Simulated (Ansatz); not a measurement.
Band structure of RuO2 (P4_2/mnm, 6 atoms in the cell).

```xyz
6
Lattice="4.4327 0.0000 0.0000 0.0000 4.4327 0.0000 0.0000 0.0000 3.0768" Properties=species:S:1:pos:R:3 pbc="T T T"
Ru     2.2164     2.2164     1.5384
Ru     0.0000     0.0000     0.0000
O      3.5703     0.8624     1.5384
O      0.8624     3.5703     1.5384
O      1.3539     1.3539     0.0000
O      3.0788     3.0788     0.0000
```

Method of the run: PBE (plane waves, PAW; Ansatz, a quantum-chemistry and plane-wave program).

Settings: basis.ecutwfc = 30.9 Ry; kpoints.mp_grid.grid = 6 6 9; hamiltonian.xc = pbe; hamiltonian.pseudopotentials = {kind: paw} (the program's default PAW files); scf.occupations.method = gaussian; scf.occupations.width = 0.0073 Ry; kpoints.band_path.npoints = 8.

The starting cell comes from a database of computed structures (which also holds hypothetical and non-ambient phases and stackings), without a prior relaxation at this level. Its lattice was rescaled by a random factor within 2.5 % of one. Spin polarisation is off.

Levels in eV from the Fermi level, bands 25 to 32:
| point | 25 | 26 | 27 | 28 | 29 | 30 | 31 | 32 |
|---|---|---|---|---|---|---|---|---|
| Γ | -1.62 | -1.48 | -1.40 | -1.40 | -0.91 | 1.76 | 1.88 | 4.79 |
| X | -0.50 | -0.50 | -0.29 | -0.29 | 0.41 | 0.41 | 4.19 | 4.19 |
| M | -1.47 | -1.47 | -1.36 | -1.36 | 0.88 | 0.88 | 3.83 | 3.83 |
| Z | -0.66 | -0.66 | 0.02 | 0.02 | 0.93 | 0.93 | 3.29 | 3.29 |
| R | -1.76 | -1.76 | -0.59 | -0.59 | 1.20 | 1.20 | 2.18 | 2.18 |
| A | -0.58 | -0.58 | -0.51 | -0.51 | 0.22 | 0.22 | 3.26 | 3.26 |

Bands cross the Fermi level along this path, so the cell is metallic at this level.

Keys are those of Ansatz 0.2.
